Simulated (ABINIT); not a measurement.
Input of an ABINIT 10.8.3 (patched build) run:

The input run.abi:

```
ndtset 2

pp_dirpath "./"
pseudos "Zn.GGA_PBE-JTH.xml, O.GGA_PBE-JTH.xml"

acell 3.249308 3.249308 5.205709 Angstrom
rprim
     1.0000000000     0.0000000000     0.0000000000
    -0.5000000000     0.8660254038     0.0000000000
     0.0000000000     0.0000000000     1.0000000000
ntypat 2
znucl 30 8
natom 4
typat 1 1 2 2
xcart
     3.0701511076     1.7725525680     0.0000000000
    -0.0000000003     3.5451051366     4.9186821472
    -0.0000000003     3.5451051366     8.6471415885
     3.0701511076     1.7725525680     3.7284594413

ecut 625.861884 eV
pawecutdg 45.0

ixc 14

occopt 3
tsmear 0.05 eV

nstep 100

iomode 3
prtwf 0
prteig 0
prtebands 0
enunit 1
prtden1 1

kptopt1 1
ngkpt1 9 9 5
nshiftk1 1
shiftk1 0.0 0.0 0.0
nband1 22
tolvrs1 1.0e-9

iscf2 -2
getden2 1
nband2 26
nbdbuf2 2
tolwfr2 1.0e-12
kptopt2 -7
ndivsm2 5
prteig2 1
prtvol2 -3
kptbounds2
     0.0000000000     0.0000000000     0.0000000000
     0.5000000000     0.0000000000     0.0000000000
     0.3333333333     0.3333333333     0.0000000000
     0.0000000000     0.0000000000     0.0000000000
     0.0000000000     0.0000000000     0.5000000000
     0.5000000000     0.0000000000     0.5000000000
     0.3333333333     0.3333333333     0.5000000000
     0.0000000000     0.0000000000     0.5000000000
```

Potentials or basis: JTH PAW PBE v2.0.

The run is started by

```bash
$ abinit run.abi > log 2>&1
```

Predict the pressure.

7.7 GPa.

Predict the band gap along the path.

0.86 eV, direct.

What does it give for the band gap on the k mesh?

0.86 eV, direct.

Estimate the largest force.

0.076 eV/Å.

Forces in eV/Å, atoms in the order of the input:
```
Zn   0.000  0.000 -0.076
Zn   0.000  0.000 -0.076
O    0.000  0.000  0.076
O    0.000  0.000  0.076
```

Caveat: the PAW data sets were made with another functional, which shifts forces and pressure a little.

**Experimental background.**

From “Electronic structure of alkaline earth and post-transition metal oxides”, 2009, arxiv:0908.1581, for a bulk crystal of ZnO: band gap 3.37 eV.

Against the measured gap of ZnO, 3.37 eV (quoted in “Electronic structure of alkaline earth and post-transition metal oxides”, 2009, arxiv:0908.1581), the calculated 0.86 eV is off by -2.51 eV. So large a miss can be the level of theory's own, or it may mean another phase, state or a wrong row. The value is that of revPBE, without temperature or zero-point motion. Semilocal functionals fall short of measured gaps as a rule.
